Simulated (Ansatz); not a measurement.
The elements of this relaxed trial sheet are hidden behind letters. Only a and b repeat, and vacuum parts the sheet from its images along c.

```
lattice vectors (Å)
   5.0494    0.0000    0.0000
  -2.5247    4.3729    0.0000
   0.0000    0.0000   23.8000
fractional positions
X 0.6667 0.3333 0.2941
Z 0.3333 0.6667 0.2941
Q 0.0000 0.0000 0.2941
```

All numbers below come from DFT PBE, scalar-relativistic, plane waves, PAW in Ansatz. Cutoff 420 eV, Γ-centred 6×6×1 mesh (3-atom cell), Gaussian smearing of 0.02 eV, no spin polarisation.

* Layer group: p-6m2 (No. 78)
* In-plane cell: a = 5.049 Å, b = 5.049 Å, γ = 120.0°
* Area per atom: 7.36 Å²
* Thickness between the outermost nuclei: 0.00 Å
* Formation energy: −1.470 eV/atom
* Gap on the 6×6×1 mesh of the 3-atom cell: 1.68 eV

Energies are uncorrected and count from the elements' standard states at the same level.

Question: X is a d-block element of period 5, Z is a p-block element of period 5 and Q is a p-block element of period 2. Which elements are they?

Answer: X = Y, Z = Te, Q = F, so the formula is YTeF. Y at height 0.00 Å has 3 Te at 2.92 Å and 3 F at 2.92 Å; Te at height 0.00 Å has 3 Y at 2.92 Å and 3 F at 2.92 Å; F at height 0.00 Å has 3 Y at 2.92 Å and 3 Te at 2.92 Å. Other elements may fit the hints; this set was computed.

Spin–orbit coupling, which can matter for Te, is left out. Kohn–Sham gaps at this level usually fall short of measured ones. The missing spin–orbit coupling can work the other way here. A structure relaxed within its symmetry needn't be a true minimum.
